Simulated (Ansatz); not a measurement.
Wires are cut from relaxed bulk W (Im-3m, 16.13 Å³/atom, gap on the mesh 0.00 eV); atoms and period are relaxed, and energies count from that bulk.

Theory: Ansatz 0.2.0, DFT PBE, scalar-relativistic, plane waves, PAW.

Cutoff 420 eV, Gaussian smearing of 0.05 eV, energies at zero smearing, symmetry of each start kept, no spin polarisation.

```
                             start atoms k mesh excess energy (eV per host atom) line energy (eV/Å) period (Å) gap on the mesh (eV)
[111] wire, 22 host atoms a period     22  1×1×19                             1.116               9.085       2.703                     0
[111] wire, 23 host atoms a period     23  1×1×19                             1.075               9.155       2.700                     0
```

Spin-orbit coupling is left out, which matters for the bands of heavy elements.

Each run keeps its start's symmetry and one magnetic start, so lower states can exist.

Cost: 2 runs of about 2.1 core-hours in all, on Arm Neoverse V2 (shared hosts).